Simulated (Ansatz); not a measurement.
# ZrSi2: the cost of one run

Computed with Ansatz 0.2.0 (DFT PBEsol, scalar-relativistic, plane waves, PAW, unless a step's input says otherwise).

1 further run of the same task is left out (set aside as unsound or not needed).

**1. Starting point**

Symmetry: Cmcm, No. 63, orthorhombic system. The conventional cell has a = 3.674 Å, b = 14.566 Å, c = 3.657 Å, α = 90.00°, β = 90.00°, γ = 90.00°. Zr (site symmetry m2m) is surrounded by 10 Si at 2.70 to 2.95 Å. Around Si (site symmetry m2m) lie 2 Si at 2.41 Å and 6 Zr at 2.70 to 2.95 Å. Around Si (site symmetry m2m) lie 4 Si at 2.59 Å and 4 Zr at 2.80 Å.

Structure file:

```
CELL_PARAMETERS angstrom
1.83713 -7.28295 0.00000
1.83713 7.28295 0.00000
0.00000 0.00000 3.65677
ATOMIC_POSITIONS crystal
Zr 0.89528 0.10472 0.75000
Zr 0.10472 0.89528 0.25000
Si 0.55396 0.44604 0.75000
Si 0.44604 0.55396 0.25000
Si 0.25023 0.74977 0.75000
Si 0.74977 0.25023 0.25000
```

This cell was relaxed beforehand with the same method: volume 16.31 Å³/atom, gap on the mesh none (metal).

**2. The undisturbed cell**

The input, input.yaml:

```yaml
crystal:
  lattice:
    - [1.8371292758, -7.2829450145, 0.0]
    - [1.8371292758, 7.2829450145, 0.0]
    - [0.0, 0.0, 3.6567655751]
  atoms:
    - { symbol: Zr, position: [0.8952826024, 0.1047173976, 0.75] }
    - { symbol: Zr, position: [0.1047173976, 0.8952826024, 0.25] }
    - { symbol: Si, position: [0.5539585034, 0.4460414966, 0.75] }
    - { symbol: Si, position: [0.4460414966, 0.5539585034, 0.25] }
    - { symbol: Si, position: [0.2502317899, 0.7497682101, 0.75] }
    - { symbol: Si, position: [0.7497682101, 0.2502317899, 0.25] }
basis:
  ecutwfc: 420
kpoints:
  mp_grid: { grid: [10, 10, 10] }
hamiltonian:
  xc: pbesol
scf:
  occupations: { method: gaussian, width: 0.15 }
output:
  forces: true
  stress: true
  eigenvalues: true
```

Run with:

```sh
> ansatz run input.yaml --threads 2 --pin off --max-ram 5120MiB --backend cpu --events-out ev --progress --plain --runs-dir out
```

What time and memory should one allow on 2 threads of Intel Xeon 6975P-C (Granite Rapids), shared host?

About 6.7 s, with a peak of 0.68 GiB.
